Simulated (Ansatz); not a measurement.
Consider the formal hydrolysis of a B–O bond: `CC(=O)OB(Cl)Cl` + H₂O → `OB(Cl)Cl` + acetic acid.

Gas-phase electronic energies from Ansatz, PBE0-D4/def2-TZVP geometries. CCSD(T)/CBS is the MP2 limit (def2-TZVPP, def2-QZVPP) plus CCSD(T) − MP2 in def2-TZVPP, frozen cores. This one scheme is used for every species. Functionals use def2-TZVPP. Each species was taken in one conformer, which may not be the lowest.

```tsv
level	ΔE (kJ/mol)
B97M-V	-49.5
HF/CBS(def2)	-52.5
```

Q: What does CCSD(T)/CBS give? (Estimate.)

A: Ansatz gave: -41.4 kJ/mol. The listed levels differ from it by -8.1, -11.1 kJ/mol.

Largest T1 diagnostic among the species: 0.015.

In def2-TZVPP, CCSD(T) changes the Hartree–Fock value by +10.0 kJ/mol (the triples alone add +1.7 kJ/mol) and MP2 by +10.6 kJ/mol. Leaving LDA and LC-ωPBE aside and taking each functional with its dispersion term where it has one, the values, not all of them listed here, spread over 6.0 kJ/mol, from r2SCAN-D4 to BLYP-D4. The D4 term adds +8.1 kJ/mol with B3LYP and +4.9 kJ/mol with PBE0; it sums over pairs of atoms, weighted by their polarisabilities, and B3LYP, whose exchange is more repulsive, gets the larger term.

B3LYP here is the variant with VWN-RPA as its local correlation; programs differ in this.

CCSD(T)/CBS has its own doubt, a few kJ/mol and more with outer-core shells, so smaller differences from it don't rank the levels.
